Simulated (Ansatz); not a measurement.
# Transmission past a defect: (4,1) C nanotube, vacancy of one C, part 2 of 5

Aim: how much does this defect scatter, and at which energies?

Ansatz 0.2.0; DFT PBE, plane waves, PAW; relaxation of a wire's period (the session's first sound run).

So far. Step 2 (Relaxing the period): The cell's length comes to 6.501 Å with spin left out.

**3. The perfect wire**

This step: DFT PBE, plane waves, PAW; channels and complex bands of a perfect wire (Ansatz 0.2.0).

At the relaxed period the Bloch states of the perfect wire are found at each energy: those that move forward count the open channels, and those that decay describe how a disturbance dies away inside the wire itself. An energy step of 0.035 eV is under the 0.039 eV that the program asks for its thermal average at 300 K.

input.yaml

```yaml
crystal:
  lattice:
    - [10.388, 0.0, 0.0]
    - [0.0, 10.378, 0.0]
    - [0.0, 0.0, 6.5008324061]
  atoms:
    - { symbol: C, position: [0.409339536, 0.657144124, 0.99876104] }
    - { symbol: C, position: [0.68127666, 0.49998149, 0.001232435] }
    - { symbol: C, position: [0.326738777, 0.446493998, 0.070193176] }
    - { symbol: C, position: [0.54032908, 0.676905041, 0.072662977] }
    - { symbol: C, position: [0.336642381, 0.578721069, 0.144095224] }
    - { symbol: C, position: [0.513524566, 0.319014889, 0.141623908] }
    - { symbol: C, position: [0.386946278, 0.358100105, 0.215527682] }
    - { symbol: C, position: [0.679248838, 0.472922575, 0.213052982] }
    - { symbol: C, position: [0.566235131, 0.668904862, 0.284476937] }
    - { symbol: C, position: [0.613024505, 0.358102662, 0.286957034] }
    - { symbol: C, position: [0.350196998, 0.602221692, 0.355901481] }
    - { symbol: C, position: [0.663323253, 0.578729182, 0.358381525] }
    - { symbol: C, position: [0.367076192, 0.376555451, 0.427328618] }
    - { symbol: C, position: [0.459634326, 0.676901673, 0.429804982] }
    - { symbol: C, position: [0.318688597, 0.499980671, 0.501232435] }
    - { symbol: C, position: [0.590625721, 0.342818038, 0.49876104] }
    - { symbol: C, position: [0.459636176, 0.323057121, 0.572662977] }
    - { symbol: C, position: [0.67322648, 0.553468164, 0.570193176] }
    - { symbol: C, position: [0.48644069, 0.680947273, 0.641623908] }
    - { symbol: C, position: [0.663322875, 0.421241093, 0.644095224] }
    - { symbol: C, position: [0.320716419, 0.527039587, 0.713052982] }
    - { symbol: C, position: [0.613018979, 0.641862056, 0.715527682] }
    - { symbol: C, position: [0.386940751, 0.6418595, 0.786957034] }
    - { symbol: C, position: [0.433730126, 0.3310573, 0.784476937] }
    - { symbol: C, position: [0.336642004, 0.42123298, 0.858381525] }
    - { symbol: C, position: [0.649768259, 0.39774047, 0.855901481] }
    - { symbol: C, position: [0.540330931, 0.323060489, 0.929804982] }
    - { symbol: C, position: [0.632889065, 0.623406711, 0.927328618] }
kpoints:
  mp_grid: { grid: [1, 1, 13] }
scf:
  occupations: { method: fermi_dirac, width: 0.05 }
hamiltonian:
  xc: pbe
output:
  transmission:
    e_range: [-1.26, 1.26]
    de: 0.035
    kmesh: [1, 1]
    reduced_basis: true
    leads: [[0, 0]]
basis:
  ecutwfc: "350 eV"
```

Command:

```bash
$ ansatz run input.yaml --threads 8 --pin off --max-ram 16384MiB --backend cpu --events-out ev --progress --plain --runs-dir out
```

Numbers of over 12 decimals in the logs are rounded to 6 here.

What it wrote:

```text
Warning: basis.ecutwfc = 350 eV is below the records' recommended 420 eV, and the density's cutoff is lower with it unless basis.ecutrho_ratio is high enough to keep the records' density cutoff: compare with a run at a higher cutoff
[...]
Crystal: 28 atoms, lattice volume = 700.833 Å³
Basis set: ecut = 350 eV, 10419 PW (Γ)
Bands: 84, of which v1, the nominal top of the filled ones, is band 56 counted from 1 (55 counted from 0)
Symmetry: 2 space group operations
[...]
k-points: 7 of 13 (time reversal used)
[...]
SCF iter   1: F=—  HF=-7009.119549 eV  |F-HF|=—  |Δ(HF+E_count)|=         —  Δρ=6.83e-3  dr2=1.99e-1  ethr=1.77e-3  ⟨swp⟩=12.4  Hψ=3811  notcnv=0  defer=88
[...]
SCF iter   6: F=-7009.106599 eV  HF=-7009.106599 eV  |F-HF|=4.12e-8  |Δ(HF+E_count)|=   3.13e-6  Δρ=3.74e-6  dr2=8.37e-8  ethr=8.93e-11  ⟨swp⟩=23.3  Hψ=4357  notcnv=0
SCF 1 converged in 6 iterations: F = -7009.106599 eV  dr2 = 8.37e-8
[...]
transmission: 12 of 12 steps passed
SCF converged after 6 iterations
Free energy (F): -7009.106599 eV
[...]
Internal energy: -7009.082376 eV  (E = F + TS)
E sigma→0 (E₀):  -7009.094487 eV
Entropy (-TS):   -0.024223 eV (-0.865 meV/atom)
Fermi energy:    -0.784973 eV
[...]
--- Band table (eV; the first three rows and the last of 7) ---
  k-point 0: bands = [... 52 lower, -3.1945, -2.0834, -1.1377, -1.1370, 0.7361, 0.7436, 0.7772, 0.7785, ... 24 higher]
  k-point 1: bands = [... 52 lower, -3.1779, -2.1068, -1.4035, -0.8671, 0.2894, 0.5131, 0.7946, 1.0413, ... 24 higher]
  k-point 2: bands = [... 52 lower, -3.0660, -2.1734, -1.6599, -0.6040, -0.1649, 0.2432, 0.5305, 1.3059, ... 24 higher]
  k-point 6: bands = [... 52 lower, -2.5263, -2.5019, -1.4682, -1.1856, -1.0634, -0.9273, 0.7321, 1.0236, ... 24 higher]
--- Transmission ---
  basis      : 793 plane waves across, 12 finite elements along
  points     : 1, standing for a mesh of 1 x 1
  filling    : by the input's occupations and mesh, since the crystals that have channels conduct as metals do. If one of these is a semiconductor, that mesh has misplaced its level
  energies   : 73 from -1.260000 to 1.260000 eV about the Fermi level, 0.035000 eV apart; the leads are filled to 0.000000 eV, and channels, transmission and decay are at 0.000000 eV
  crystal 0  : C28, at the sites [0, 0], period 6.5008 Å: whole cells are its period
    offset         : up to 0.0000 Å between an atom of the period and one for which it stands
    filled         : 18.1 meV over the level at which it is neutral
    channels       : 4.000000e0 a spin
    conductance    : 2.8748e14 S/m² at 300 K; may be off by some 0.0 % by where its bands' edges are placed, 0.0 % from the distance to neutral
```

The job ended after 6.1 min (8 threads of Arm Neoverse V2, shared host; peak memory 9.7 GiB; 42 min of CPU time).

Reading the cycles: dr2 is the Hartree energy of the density residual (eV), the measure of convergence; HF is the Harris–Foulkes estimate of the energy, which meets the free energy F at convergence.

Numbers from this step:

```
energy at zero smearing                                  : -7009.0945 eV
channels at the energy nearest the Fermi level, one spin : 4
conductance of the lead as this run defines it           : 4.000 G₀
band gap                                                 : 0 eV
```

Open channels of the lead, one spin against energy, zero at the Fermi level:

| energy (eV) | open channels of the lead, one spin |
| --- | --- |
| -1.190 | 2 |
| -1.085 | 2 |
| -1.015 | 2 |
| -0.910 | 2 |
| -0.805 | 2 |
| -0.700 | 2 |
| -0.595 | 2 |
| -0.490 | 4 |
| -0.385 | 4 |
| -0.315 | 4 |
| -0.210 | 4 |
| -0.105 | 4 |
| 0.000 | 4 |
| 0.105 | 4 |
| 0.210 | 4 |
| 0.315 | 4 |
| 0.385 | 4 |
| 0.490 | 2 |
| 0.595 | 2 |
| 0.700 | 2 |
| 0.805 | 2 |
| 0.910 | 2 |
| 1.015 | 4 |
| 1.085 | 4 |
| 1.190 | 4 |

The slowest values at each energy, most degenerate partners merged, listed up to 1.5 1/Å. Im kz of the slowest decaying states against energy, zero at the Fermi level:

| energy (eV) | decay 1 (Å⁻¹) | decay 2 (Å⁻¹) | decay 3 (Å⁻¹) | decay 4 (Å⁻¹) |
| --- | --- | --- | --- | --- |
| -1.190 | 0.0812 | 0.159 | 0.333 | 0.423 |
| -1.085 | 0.0861 | 0.214 | 0.343 | 0.427 |
| -1.015 | 0.0872 | 0.241 | 0.349 | 0.430 |
| -0.910 | 0.0858 | 0.273 | 0.357 | 0.435 |
| -0.805 | 0.0805 | 0.298 | 0.365 | 0.439 |
| -0.700 | 0.0703 | 0.319 | 0.373 | 0.442 |
| -0.595 | 0.0523 | 0.336 | 0.380 | 0.446 |
| -0.490 | 0.350 | 0.386 | 0.449 | 0.490 |
| -0.385 | 0.361 | 0.392 | 0.453 | 0.492 |
| -0.315 | 0.368 | 0.396 | 0.455 | 0.492 |
| -0.210 | 0.376 | 0.401 | 0.457 | 0.493 |
| -0.105 | 0.382 | 0.406 | 0.460 | 0.494 |
| 0.000 | 0.387 | 0.411 | 0.463 | 0.495 |
| 0.105 | 0.390 | 0.416 | 0.465 | 0.495 |
| 0.210 | 0.392 | 0.420 | 0.467 | 0.496 |
| 0.315 | 0.393 | 0.423 | 0.469 | 0.496 |
| 0.385 | 0.393 | 0.426 | 0.470 | 0.496 |
| 0.490 | 0.0430 | 0.392 | 0.429 | 0.472 |
| 0.595 | 0.0608 | 0.390 | 0.432 | 0.473 |
| 0.700 | 0.0665 | 0.387 | 0.434 | 0.475 |
| 0.805 | 0.0634 | 0.383 | 0.437 | 0.476 |
| 0.910 | 0.0495 | 0.378 | 0.439 | 0.477 |
| 1.015 | 0.372 | 0.440 | 0.478 | 0.495 |
| 1.085 | 0.367 | 0.441 | 0.478 | 0.494 |
| 1.190 | 0.360 | 0.442 | 0.479 | 0.494 |

By hand: the program gives 2.8748 × 10^14 S/m² over the cell's cross-section of 107.81 Å² = 1.078 × 10^-18 m², so one cell conducts 3.099 × 10^-4 S. Divided by G0 = 2e²/h = 7.748 × 10^-5 S this is 4.00 G0, a resistance of 3.23 kΩ.

At the computed energy nearest the Fermi level there are 4 channels a spin, and the thermal average gives 4.00 G₀.

[end of part 2 of 5]

[Logs are printed without paths, hosts, clocks, repeated set-up lines and the standing remarks that a program may print on its own settings, such as how far it seeks lower states.]

[Hosts, paths, dates, database ids (printed as entryN), source tags and the programs' standing remarks are cut or masked in the printed files.]
